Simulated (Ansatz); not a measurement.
Computed with Ansatz on PBE0-D4/def2-TZVP structures; ΔE is electronic, products minus reactants. CCSD(T)/CBS is the MP2 limit (def2-TZVPP, def2-QZVPP) plus CCSD(T) − MP2 in def2-TZVPP, frozen cores. This one scheme is used for every species. Functionals use def2-TZVPP. Open shells (•) are unrestricted, without spin–orbit coupling. One conformer a species, not always the lowest.

Reaction (homolysis of the C–C bond): `O=C(O)C(=O)O` → 2 `O=[C]O`•

`O=C(O)C(=O)O`:

Z-matrix (Å, degrees):
```
C
O 1 1.329
C 1 1.536 2 110.4
O 1 1.194 2 125.5 3 180.0
H 2 0.968 1 106.9 3 -180.0
O 3 1.194 1 124.1 2 0.3
O 3 1.328 1 110.4 2 -179.7
H 7 0.968 3 106.9 1 -180.0
```

`O=[C]O`•:

```xyz
4

O     0.754    0.281   -1.132
C     0.169    0.664   -0.183
O    -0.485    0.006    0.750
H    -0.437   -0.951    0.564
```

```json
{"level": "LDA (SPW92)", "ΔE (kJ/mol)": "424.2"}
{"level": "PBE", "ΔE (kJ/mol)": "353.0"}
{"level": "revPBE", "ΔE (kJ/mol)": "328.3"}
{"level": "r2SCANh", "ΔE (kJ/mol)": "354.1"}
{"level": "CAM-B3LYP", "ΔE (kJ/mol)": "357.2"}
{"level": "LC-ωPBE", "ΔE (kJ/mol)": "363.0"}
{"level": "MP2/def2-SVP", "ΔE (kJ/mol)": "385.0"}
{"level": "SCS-MP2/def2-QZVPP", "ΔE (kJ/mol)": "392.9"}
```

Question: What does CCSD(T)/CBS give? (An estimate is asked.)

Answer: Computed: +378.4 kJ/mol. The listed levels differ from it by 45.8, -25.4, -50.1, -24.3, -21.2, -15.4, 6.6, 14.5 kJ/mol.

Largest T1 diagnostic among the species: 0.022.

From PBE to PBE0 (25 % exact exchange), in def2-TZVPP and without D4, ΔE moves by +8.9 kJ/mol. At CCSD(T), def2-SVP lies −9.1 kJ/mol from the extrapolated value and def2-TZVPP −8.0 kJ/mol: correlation converges slowly with the basis, and small sets miss more of it in the bonded molecule than in its fragments. Leaving LDA and LC-ωPBE aside and taking each functional with its dispersion term where it has one, the values, not all of them listed here, spread over 40.6 kJ/mol, from BLYP-D4 to ωB97M-V. LDA lies +71.2 kJ/mol from PBE without D4, its usual overbinding.

CCSD(T)/CBS has its own doubt, a few kJ/mol and more with outer-core shells, so smaller differences from it don't rank the levels.
